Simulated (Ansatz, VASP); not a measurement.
## Cu: VASP beside Ansatz

```
CELL_PARAMETERS angstrom
-1.44279 1.44279 1.37608
1.44279 -1.44279 1.37608
1.44279 1.44279 -1.37608
ATOMIC_POSITIONS crystal
Cu 0.00000 0.00000 0.00000
```

This isn't the form of Cu at room conditions, which is fcc.

Alike in both runs: task single point; functional PBE; k mesh 24 × 24 × 24; occupations gaussian, width 0.15 eV; no spin polarisation.

```csv
,VASP,Ansatz
version,VASP 6.6.1,Ansatz 0.2.0
potentials or method,"VASP PAW PBE potentials, release 64 (Cu)","scalar-relativistic, plane waves, PAW"
plane-wave cutoff (eV),520,420
valence electrons in the cell,11,19
```

|  | VASP | Ansatz | Ansatz less VASP |
| --- | --- | --- | --- |
| gap on the k mesh at the Fermi level (eV) | none | none | - |
| pressure (GPa) | 7.8 | 7.3 | -0.56 |

A gap of «none» marks a metal or a gap that the smearing closes. With one functional, cell and mesh, what is left measures potentials, basis and numerics. The two sets of potentials don't hold the same shells in valence.
